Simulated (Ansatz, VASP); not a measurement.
**ZrC: VASP beside Ansatz**

File run.py:

```python
from ase.calculators.vasp import Vasp
from ase.dft.bandgap import bandgap
from ase.spacegroup import crystal

atoms = crystal(
    ['Zr', 'C'],
    basis=[[0.5, 0.0, 0.0], [0.0, 0.0, 0.0]],
    spacegroup=225,
    setting=1,
    cellpar=[4.73, 4.73, 4.73, 90.0, 90.0, 90.0],
    primitive_cell=True,
)
calc = Vasp(
    directory='calc',
    xc='pbe',
    pp='PBE',
    setups='recommended',
    pp_version='54',
    prec='Accurate',
    encut=520,
    ediff=1e-06,
    ismear=0,
    sigma=0.02,
    lreal=False,
    lasph=True,
    nelm=60,
    algo='Fast',
    isif=2,
    lwave=False,
    lcharg=False,
    kpts=[10, 10, 10],
    gamma=True,
    nbands=15,
)
atoms.calc = calc

print('energy (eV):', atoms.get_potential_energy())
print('free energy (eV):', atoms.get_potential_energy(force_consistent=True))
print('forces (eV/A):')
print(atoms.get_forces())
print('stress (eV/A^3, Voigt):', atoms.get_stress())
print('Fermi level (eV):', calc.get_fermi_level())
gap, top, bottom = bandgap(calc)
print('band gap (eV):', gap, 'from (spin, k, band)', top, 'to', bottom)
```

File input.yaml:

```yaml
crystal:
  lattice:
    - [0.0, 2.365, 2.365]
    - [2.365, 0.0, 2.365]
    - [2.365, 2.365, 0.0]
  atoms:
    - { symbol: Zr, position: [0.5, 0.5, 0.5] }
    - { symbol: C, position: [0.0, 0.0, 0.0] }
hamiltonian:
  xc: pbe
  pseudopotentials: { kind: paw }
kpoints:
  mp_grid: { grid: [10, 10, 10] }
scf:
  occupations: { method: gaussian, width: 0.02 }
output:
  forces: true
  stress: true
  eigenvalues: true
```

Alike in both runs: task single point; functional PBE; k mesh 10 × 10 × 10; occupations gaussian, width 0.02 eV; no spin polarisation.

|  | VASP | Ansatz |
| --- | --- | --- |
| version | VASP 6.6.1 | Ansatz 0.2.0 |
| potentials or method | VASP PAW PBE potentials, release 54 (Zr_sv, C) | Ansatz PAW |
| plane-wave cutoff (eV) | 520 | 420 |
| valence electrons in the cell | 16 | 16 |

VASP gave:

| Item | Value |
| --- | --- |
| gap on the k mesh at the Fermi level (eV) | none |
| pressure (GPa) | -2.7 |

Question: Estimate Ansatz's values.

Answer: gap on the k mesh at the Fermi level (eV): none; pressure (GPa): -3.0.

A gap of «none» marks a metal or a gap that the smearing closes. With one functional, cell and mesh, what is left measures potentials, basis and numerics.
